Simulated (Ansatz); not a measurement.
# PtS2 (P-3m1) in Ansatz: notebook

Aim: see how the results for PtS2 move with the level of theory and the settings. Levels: LDA, PBE. Tasks: Born charges and dielectric tensor, phonons.

All numbers are computed with Ansatz 0.2.0; they aren't measurements. Logs are shortened: lines on timing, memory, paths and dates and some standing lists are left out, and cuts for length are marked.

## (1) Starting point

Symmetry: P-3m1, No. 164, trigonal system. The conventional cell has a = 3.543 Å, b = 3.543 Å, c = 5.039 Å, α = 90.00°, β = 90.00°, γ = 120.00°. Around Pt (site symmetry -3m) lie 6 S at 2.34 Å. S (site symmetry 3m) has 3 Pt at 2.34 Å as nearest neighbours.

## (2) Born charges and dielectric tensor, LDA

File input.yaml:

```yaml
crystal:
  lattice:
    - [3.5432, 0.0, 0.0]
    - [-1.7716, 3.0685012107, 0.0]
    - [0.0, 0.0, 5.0388]
  atoms:
    - { symbol: Pt, position: [0.0, 0.0, 0.0] }
    - { symbol: S, position: [0.6666666667, 0.3333333333, 0.773] }
    - { symbol: S, position: [0.3333333333, 0.6666666667, 0.227] }
hamiltonian:
  xc: lda
  pseudopotentials: { kind: paw }
kpoints:
  mp_grid: { grid: [9, 9, 5] }
scf:
  occupations: { method: fixed }
output:
  eigenvalues: true
dielectric:
  method: response
```

Potentials or basis: Ansatz PAW.

Command:

```
$ ansatz run input.yaml --threads 2 --pin off --max-ram 5632MiB --backend cpu --events-out ev --progress --plain --runs-dir out
```

Log:

```text
Warning: RAYON_NUM_THREADS=2 ignored (pool sized by the plan → 2); use --threads N
Engine: ansatz 0.2.0, aarch64-unknown-linux-gnu
Pseudopotentials: kind: paw
Pseudopotential: Pt, paw, valence charge 18, recommended cutoff 420 eV (normal), Pt.paw.azcp
Pseudopotential: S, paw, valence charge 6, recommended cutoff 420 eV (normal), S.paw.azcp
Functional definition: SPW92
  exchange = slater_x
  correlation = pw_c
Crystal: 3 atoms, lattice volume = 54.783 Å³
Basis set: ecut = 420 eV, 1043 PW (Γ), exchange–correlation on 48×48×72 points (8 copies of the dense FFT grid, shifted against one another)
Bands: 19, of which v1, the nominal top of the filled ones, is band 15 counted from 1 (14 counted from 0)
Symmetry: 12 space group operations
k-points: 115 of 405 (irreducible under 2 space group operations, time reversal used)
Non-local potential: Pt, projectors of the file, l = 0: 3, l = 1: 2, l = 2: 2, l = 3: 1
Non-local potential: S, projectors of the file, l = 0: 2, l = 1: 2, l = 2: 2
PAW form: soft (Blöchl's): semilocal exchange-correlation on the pseudo side does not see the compensation charge
PAW frozen core: Pt, regenerated for the run's functional, and the local potential with it (the file was generated under x = pbe(κ = 0.804, μ = 0.2195149727645171), c = pbe(β = 0.06672455060314922))
PAW frozen core: S, regenerated for the run's functional, and the local potential with it (the file was generated under x = pbe(κ = 0.804, μ = 0.2195149727645171), c = pbe(β = 0.06672455060314922))
PAW one-centre angular grid: Pt, 590 points (default); XC on 64 Gauss nodes
PAW one-centre angular grid: S, 110 points (default); XC on 64 Gauss nodes
Initial density: superposition of atomic densities (neutral atoms: chi_scale 0, normalization atom), corrected by the library's trained network
Initial wavefunctions: pseudopotential atomic-orbital guess
Functional: x = slater, c = lda
SCF iter   1: F=—  HF=-13985.307431 eV  |F-HF|=—  |Δ(HF+E_count)|=         —  Δρ=6.31e-3  dr2=2.35e-2  ethr=1.77e-3  ⟨swp⟩=5.0  Hψ=9732  notcnv=0  defer=230
preconditioner: auto → Resta (q_TF=auto, 2.468 Å⁻¹)  ε∞=6.7  [insulator: Δε(μ)=0.866 eV  Ē_g=9.876 eV  n_scr=20 (ndim 8)  ℏωp=23.5 eV  f_vac=0.021  ε∞_Penn≈6.7]
SCF iter   2: F=—  HF=-13985.303625 eV  |F-HF|=—  |Δ(HF+E_count)|=   3.81e-3  Δρ=3.29e-3  dr2=4.01e-3  ethr=7.82e-5  ⟨swp⟩=2.0  Hψ=3335  notcnv=0  defer=230
SCF iter   3: F=—  HF=-13985.302765 eV  |F-HF|=—  |Δ(HF+E_count)|=   8.59e-4  Δρ=1.13e-3  dr2=7.46e-4  ethr=1.34e-5  ⟨swp⟩=2.1  Hψ=3439  notcnv=0  defer=230
SCF iter   4: F=—  HF=-13985.302661 eV  |F-HF|=—  |Δ(HF+E_count)|=   1.05e-4  Δρ=2.72e-4  dr2=3.95e-5  ethr=2.49e-6  ⟨swp⟩=2.2  Hψ=2963  notcnv=0  defer=230
SCF iter   5: F=—  HF=-13985.302663 eV  |F-HF|=—  |Δ(HF+E_count)|=   1.85e-6  Δρ=5.10e-5  dr2=1.73e-6  ethr=1.32e-7  ⟨swp⟩=2.3  Hψ=3223  notcnv=0
SCF iter   6: F=—  HF=-13985.302667 eV  |F-HF|=—  |Δ(HF+E_count)|=   4.15e-6  Δρ=1.39e-5  dr2=1.48e-7  ethr=5.77e-9  ⟨swp⟩=2.0  Hψ=3264  notcnv=0
SCF iter   7: F=—  HF=-13985.302667 eV  |F-HF|=—  |Δ(HF+E_count)|=   4.96e-8  Δρ=3.04e-6  dr2=8.71e-9  ethr=4.92e-10  ⟨swp⟩=2.6  Hψ=3296  notcnv=0
SCF iter   8: F=—  HF=-13985.302667 eV  |F-HF|=—  |Δ(HF+E_count)|=   2.25e-9  Δρ=7.38e-7  dr2=5.10e-10  ethr=2.90e-11  ⟨swp⟩=2.1  Hψ=3024  notcnv=0
SCF iter   9: F=-13985.302667 eV  HF=-13985.302667 eV  |F-HF|=0.00e0  |Δ(HF+E_count)|=  1.27e-11  Δρ=1.33e-7  dr2=1.12e-11  ethr=1.00e-12  ⟨swp⟩=5.0  Hψ=8015  notcnv=0
SCF 1 converged in 9 iterations: F = -13985.302667 eV  dr2 = 1.12e-11
NSCF: frozen V_eff on 26 k-points
DFPT response loops at Γ: preconditioner auto → Resta (q_TF=auto, 2.468 Å⁻¹)  ε∞=8.2 (no band partly filled); β = 1.00, the filter's whole step (`scf.mixing.beta` (0.50) is not read by the response loops at its default; to damp them type it under 1.00, their step now; it binds the ground state too); Broyden in place of MSR1
── the response to a field inside a basis, on 12×12×8 k-points: an SCF that follows is theirs, and a resumed run solves both again ──
Bands: 16, of which v1, the nominal top of the filled ones, is band 15 counted from 1 (14 counted from 0)
k-points: 312 of 1152 (irreducible under 4 space group operations)
Initial density: handed on by an earlier stage of this run
Initial wavefunctions: pseudopotential atomic-orbital guess (no wavefunctions were taken with the density)
Eigensolver: Dense (312 Hₖ)
SCF iter   1: F=—  HF=-13985.297427 eV  |F-HF|=—  |Δ(HF+E_count)|=         —  Δρ=2.19e-4  dr2=4.20e-6  ethr=1.00e-1
preconditioner: auto → Resta (q_TF=auto, 2.468 Å⁻¹)  ε∞=11.3  [insulator: Δε(μ)=0.627 eV  Ē_g=7.331 eV  n_scr=20 (ndim 8)  ℏωp=23.5 eV  f_vac=0.017  ε∞_Penn≈11.3]
SCF iter   2: F=—  HF=-13985.297427 eV  |F-HF|=—  |Δ(HF+E_count)|=   1.28e-8  Δρ=1.14e-4  dr2=1.14e-6  ethr=1.40e-8
SCF iter   3: F=-13985.297427 eV  HF=-13985.297427 eV  |F-HF|=4.63e-8  |Δ(HF+E_count)|=   1.19e-7  Δρ=9.99e-6  dr2=6.11e-8  ethr=3.79e-9
SCF 1 converged in 3 iterations: F = -13985.297427 eV  dr2 = 6.11e-8
DFPT response loops at Γ: preconditioner auto → Resta (q_TF=auto, 2.468 Å⁻¹)  ε∞=9.8 (no band partly filled); β = 1.00, the filter's whole step (`scf.mixing.beta` (0.50) is not read by the response loops at its default; to damp them type it under 1.00, their step now; it binds the ground state too); Broyden in place of MSR1
SCF converged after 9 iterations
Free energy (F): -13985.302667 eV
Harris-Foulkes:  -13985.302667 eV  (|F-HF|=0.00e0)
Internal energy: -13985.302667 eV  (E = F + TS)
E sigma→0 (E₀):  -13985.302667 eV
Fermi energy:    10.743572 eV
--- Per-component energies (eV) ---
  E_band       = -328.544879
  E_kinetic    = 855.552454
  E_local      = -3150.349560  (includes V_loc(G=0)·N_el)
  E_nonlocal   = 264.310689
  E_hartree    = 1243.919358
  E_xc         = -454.471528
  E_vxc        = -480.268562  (∫ρ·V_xc dr)
  E_paw        = -10314.830132  (= ΣΔE_a)
  E_vpaw       = -305.628737  (= ΣTr[D̂ρ^β])
  E_aug_tail   = 0.000161  (compensation charges beyond the density's cutoff)
  E_ewald      = -2430.204375
  E_core_change = 0.770265  (= ΣΔE_core)
  E_smearing   = -0.000000  (= −TS)
  E_closure    = 0.000000  (closes the sum)
  Σ components = -13985.302667   (vs F -13985.302667, Δ=0.00e0)
--- Band table (eV; the first three rows and the last of 115) ---
  k-point 0: bands = ["-88.9368", "-43.1151", "-43.1151", "-42.9328", "-4.8456", "-1.5394", "3.6273", "3.6273", "3.7617", "6.6993", "6.6993", "8.9106", "9.5843", "9.5843", "10.5907", "13.1458", "13.1458", "15.3351", "16.1994"]
  k-point 1: bands = ["-88.9368", "-43.1151", "-43.1151", "-42.9328", "-4.7592", "-1.7879", "3.6341", "3.6341", "4.1697", "6.6910", "6.6910", "8.7542", "9.5170", "9.5170", "10.2525", "13.3058", "13.3058", "15.4470", "16.8364"]
  k-point 2: bands = ["-88.9368", "-43.1151", "-43.1151", "-42.9328", "-4.5954", "-2.1817", "3.6451", "3.6451", "4.9189", "6.6782", "6.6782", "8.2768", "9.4134", "9.4134", "9.8657", "13.5792", "13.5792", "15.9092", "17.7105"]
  k-point 114: bands = ["-88.9364", "-43.1333", "-43.1235", "-42.9301", "-3.0221", "-2.4827", "3.8798", "3.9671", "4.9753", "5.7268", "6.1854", "7.5070", "8.3351", "8.7409", "9.4726", "12.1961", "12.7010", "17.1503", "17.5557"]
--- Dielectric response (ions clamped): 3 representative field directions + reference, inside a basis on a mesh of 1152 k-points (Σ response iterations 15) ---
  ε∞ (high-frequency dielectric tensor):
       19.629936     0.000000    -0.000000
       -0.000000    19.629936     0.000000
       -0.000000     0.000000    10.508805
  Born effective charges Z* (e; rows j = field, columns β = displacement):
    site 0:
         2.85332    0.00000   -0.00000
        -0.00000    2.85332    0.00000
        -0.00000    0.00000   -0.69549
    site 1:
        -1.42666   -0.00000    0.00000
         0.00000   -1.42666   -0.00000
         0.00000   -0.00000    0.34775
    site 2:
        -1.42666   -0.00000    0.00000
         0.00000   -1.42666   -0.00000
         0.00000   -0.00000    0.34775
  Z* charge neutrality: 1.927e-3 e pre-enforcement
  solved inside a basis spanned on kpoints, on 12×12×8 k-points, its susceptibility summed on 18×18×12: ε∞ is read to err by 6.7e-2, Z* by 2.0e-2 e (field_mesh: kpoints solves on kpoints); Z* is corrected for what the basis lacks
```

It took 89 s on 2 threads of Arm Neoverse V2, shared host; peak memory 1.2 GiB.

What came out:

```yaml
Free_energy: -13985.3027 eV
Band_gap_on_the_k_mesh: 0.90 eV, indirect (least direct gap 0.95 eV)
Electronic_dielectric_tensor_diagonal: 19.63, 19.63, 10.51
Born_charges_mean_of_the_diagonal: Pt +1.67; S -0.84 e
```

Electronic dielectric tensor:
```
19.63  0.00  0.00
 0.00 19.63  0.00
 0.00  0.00 10.51
```

Born effective charge tensors (e):
atom 1, Pt
```
 2.85  0.00  0.00
 0.00  2.85  0.00
 0.00  0.00 -0.70
```
atom 2, S
```
-1.43  0.00  0.00
 0.00 -1.43  0.00
 0.00  0.00  0.35
```
atom 3, S
```
-1.43  0.00  0.00
 0.00 -1.43  0.00
 0.00  0.00  0.35
```

Caveat: odd divisions of the mesh miss points on the zone boundary, where band edges often lie, so the gap on the mesh can be too wide; spin-orbit coupling is left out, which moves the levels of the heavy elements. A k mesh can miss the band edges.

(Continued in part 2 of 2.)
